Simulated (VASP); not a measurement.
Write the native input for VASP 6.6.1 that does the following.

```
Task                   : single point
Functional             : PBE
Potentials or basis    : VASP PAW PBE potentials, release 64 (Yb, H)
Cutoff                 : 520 eV
k mesh                 : 6 × 6 × 6
Occupations            : gaussian, width 0.1 eV
Spin                   : no spin polarisation
Dipole correction      : no
Further INCAR settings : ALGO = Fast; EDIFF = 1e-06; NBANDS = 22
```

The structure of YbH3 lies in POSCAR:

```
YbH3
1.0
    0.0000000000      2.5407171146      2.5407171146
    2.5407171146      0.0000000000      2.5407171146
    2.5407171146      2.5407171146      0.0000000000
Yb H
1 3
Direct
    0.0000000000      0.0000000000      0.0000000000
    0.7500000000      0.7500000000      0.7500000000
    0.2500000000      0.2500000000      0.2500000000
    0.5000000000      0.5000000000      0.5000000000
```

The cell comes from a database or a generator and needn't be the stable form of this composition.

The input as run:

INCAR

```
ALGO     = Fast           # electronic algorithm
EDIFF    = 1E-6           # SCF threshold, eV
ENCUT    = 520            # plane-wave cutoff, eV
GGA      = PE             # functional
ISIF     = 2              # what is computed and relaxed
ISMEAR   = 0              # smearing method
LASPH    = True           # aspherical terms in the spheres
LCHARG   = False          # write CHGCAR
LREAL    = False          # projectors in reciprocal space
LWAVE    = False          # write WAVECAR
NBANDS   = 22             # bands
NELM     = 60             # most SCF steps
PREC     = Accurate       # precision mode
SIGMA    = 0.1            # smearing width, eV
```

KPOINTS

```
k-points
0
Gamma
  6 6 6
```

Potentials or basis: VASP PAW PBE potentials, release 64 (Yb, H).

Launch:

```console
$ cat potpaw_PBE.64/Yb/POTCAR potpaw_PBE.64/H/POTCAR > POTCAR
$ mpirun -np 1 vasp_std > vasp.out
```

It gave:

The pressure is 0.1 GPa and the band gap on the k mesh is none (metal or under the smearing width).

Caveat: without U or exact exchange the open f shell lies at the Fermi level, which spoils levels, moments and volumes.

Run time: 59 s on 1 thread of AMD EPYC 7R43 64-Core Processor (Zen 3) (shared host), peak memory 0.13 GiB.
